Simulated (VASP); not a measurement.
A run of VASP 6.6.1 is set up as follows.

File INCAR:

```
  ALGO = Normal
  EDIFF = 1E-6
  ENCUT = 520
  GGA = CA
  ISIF = 2
  ISMEAR = 0
  LASPH = True
  LCHARG = True
  LELF = True
  LREAL = False
  LVHAR = True
  LWAVE = False
  NBANDS = 20
  NELM = 100
  PREC = Accurate
  SIGMA = 0.05
```

Contents of KPOINTS:

```
k-points
0
Gamma
  8 8 8
```

The input POSCAR:

```
CdF2
1.0
    0.0000000000      2.6488277134      2.6488277134
    2.6488277134      0.0000000000      2.6488277134
    2.6488277134      2.6488277134      0.0000000000
Cd F
1 2
Direct
   -0.1698864738      0.0566288246     -0.0566288246
    0.2500000000      0.2500000000      0.2500000000
    0.7500000000      0.7500000000      0.7500000000
```

Potentials or basis: VASP PAW LDA potentials, release 64 (Cd, F).

Command:

```console
$ cat potpaw_LDA.64/Cd/POTCAR potpaw_LDA.64/F/POTCAR > POTCAR
$ mpirun -np 1 vasp_std > vasp.out
```

Task: Predict the band gap on the k mesh.

Result: 1.97 eV, indirect (least direct gap 3.26 eV).

Task: Estimate the largest force.

Result: 9.310 eV/Å.

Forces on the atoms (eV/Å):
```
Cd   0.000  6.000  7.120
F    4.881 -3.000 -3.560
F   -4.881 -3.000 -3.560
```

Caveat: forces of over 1 eV/Å show positions far from the minimum, so gaps and moduli don't describe the material at rest. A k mesh can miss the band edges.
